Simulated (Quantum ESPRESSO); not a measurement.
HfO2 under changes of volume

One of the cells (11.152 Å³/atom); the others are scaled copies at fixed shape and fractional positions:

```
CELL_PARAMETERS angstrom
0.00000 2.55750 2.55750
2.55750 0.00000 2.55750
2.55750 2.55750 0.00000
ATOMIC_POSITIONS crystal
Hf 0.00000 0.00000 0.00000
O 0.75000 0.75000 0.75000
O 0.25000 0.25000 0.25000
```

Measurements of this composition are mostly on another form, of space group No. 14.

```yaml
Program: Quantum ESPRESSO 7.5
Functional: LDA
Potentials_or_basis: PseudoDojo 0.4 FR PBE standard
Cutoff: 1143 eV
Density_cutoff: 4572 eV
k_mesh: 9 × 9 × 9
Occupations: fermi-dirac, width 0.05 eV
Spin: spin-orbit coupling, no magnetisation
```

| volume (Å³/atom) | energy over the lowest point (meV/atom) | pressure (GPa) | gap on the mesh (eV) |
| --- | --- | --- | --- |
| 10.483 | 0.00 | -1.6 | 3.80 |
| 10.706 | 5.95 | -7.0 | 3.74 |
| 10.929 | 19.14 | -12.0 | 3.69 |
| 11.152 | 38.83 | -16.3 | 3.63 |
| 11.375 | 64.29 | -20.3 | 3.57 |
| 11.598 | 94.90 | -23.8 | 3.52 |
| 11.821 | ? | ? | ? |

Problem. What does the run at 11.821 Å³/atom give?

Solution. Energy over the lowest point 130.13 meV/atom; pressure -26.9 GPa; gap on the mesh 3.47 eV.

Worked out: A Birch-Murnaghan fit of order 3 (a polynomial in V^(-2/3)) to the other rows has its minimum at 10.43 Å³/atom, just outside them, with B0 = V·E''(V) = 281 GPa and B' = 4.4. It gives 130.11 meV/atom at 11.821 Å³/atom, against the run's 130.13, and -dE/dV = -26.8 GPa, against -26.9. A straight line through the other rows of the gap, of slope -2.78 eV per unit of ln V, extrapolates to 3.47 eV, against the run's 3.47.

Energies are extrapolated to zero smearing.

Caveats: the potentials were made for another functional, which shifts forces and pressure; an odd mesh through Γ misses points on the zone boundary, where band edges often lie.
